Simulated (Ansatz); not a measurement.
KBr:

```xyz
2
Lattice="0.0000 3.3000 3.3000 3.3000 0.0000 3.3000 3.3000 3.3000 0.0000" Properties=species:S:1:pos:R:3 pbc="T T T"
Br    3.3000    3.3000    3.3000
K     0.0000    0.0000    0.0000
```

Base run:

* Program: Ansatz 0.2.0
* Functional: HSE(alpha, omega)
* Potentials or basis: all-electron PAW datasets made for the crystal
* Cutoff: 220 eV (chosen from the basis error)
* k mesh: 4 × 4 × 4
* Occupations: fermi-dirac, width 0.05 eV
* Spin: no spin polarisation

Its results: band gap on the k mesh 6.36 eV, direct; pressure 0.3 GPa.

Question: After a change of settings the same cell gave: band gap on the k mesh 6.86 eV, direct; pressure 0.2 GPa. Which change was it?
A. share of exact exchange from 0.4 to 0.05
B. share of exact exchange from 0.4 to 0.5
C. share of exact exchange from 0.4 to 0.3
D. share of exact exchange from 0.4 to 0.2

Answer: B.
